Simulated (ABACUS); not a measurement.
## MgSe: equation of state with LDA

The system is MgSe.

```
Se Mg
1.0
     0.00000    2.72550    2.72550
     2.72550    0.00000    2.72550
     2.72550    2.72550    0.00000
Se Mg
1 1
Direct
  0.50000 0.50000 0.50000
  0.00000 0.00000 0.00000
```

```json
{
  "Program": "ABACUS 3.10.1",
  "Task": "equation of state",
  "Functional": "LDA",
  "Potentials or basis": "SG15 ONCV 1.2 PBE",
  "Cutoff": "1184 eV",
  "Density cutoff": "4735 eV",
  "Basis": "plane waves",
  "k mesh": "6 × 6 × 6",
  "Occupations": "fermi-dirac, width 0.05 eV",
  "Spin": "no spin polarisation",
  "Radial cutoff of the potentials (pseudo_rcut)": "7 bohr",
  "SCF threshold on the density": "1e-08",
  "Max SCF steps": "100",
  "Eigensolver": "dav",
  "Mixing": "broyden",
  "Mixing share": "0.7",
  "Symmetry key": "1",
  "Bands": "12"
}
```

- Equilibrium volume: 19.93 Å³/atom
- Bulk modulus: 68 GPa
- Pressure derivative of the bulk modulus: 4.2 (rough: it moves with the points fitted)

Energy against volume, from the lowest point:
```csv
volume (Å³/atom),energy (meV/atom)
19.031,9.26
19.841,0.00
20.651,5.01
21.461,21.56
```

All runs of the series together: 28 s on 4 threads of Intel(R) Xeon(R) Platinum 8259CL CPU @ 2.50GHz (Skylake/Cascade Lake) (shared host).

Caveat: the potentials were made for another functional, which shifts forces and pressure. LDA usually gives volumes a few per cent too small.
